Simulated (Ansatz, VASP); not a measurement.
**I in VASP and in Ansatz**

```xyz
1
Lattice="4.5475 0.0000 0.0000 -2.2737 3.9382 0.0000 0.0000 0.0000 2.9296" Properties=species:S:1:pos:R:3 pbc="T T T"
I     0.0000    0.0000    0.0000
```

Alike in both runs: functional PBE; k mesh 12 × 12 × 12; occupations fermi-dirac, width 0.08 eV; no spin polarisation.

Ansatz relaxed the structure, and its values are those at the end. VASP's run is a single point on that final structure, the one shown.

```csv
,VASP,Ansatz
version,VASP 6.6.1,Ansatz 0.2.0
potentials or method,"VASP PAW PBE potentials, release 64 (I)","PAW with Ansatz's default frozen-core files, scalar-relativistic"
plane-wave cutoff (eV),520,420
valence electrons in the cell,7,17
```

|  | VASP | Ansatz | Ansatz less VASP |
| --- | --- | --- | --- |
| pressure (GPa) | 0.0 | 0.0 | +0.04 |

With one functional, cell and mesh, what is left measures potentials, basis and numerics. The two sets of potentials don't hold the same shells in valence.

Caveats: an odd number of electrons without spin polarisation forces a metal; a magnetic or distorted state may lie lower. The runs have no spin-orbit coupling, so splittings on I are missing.
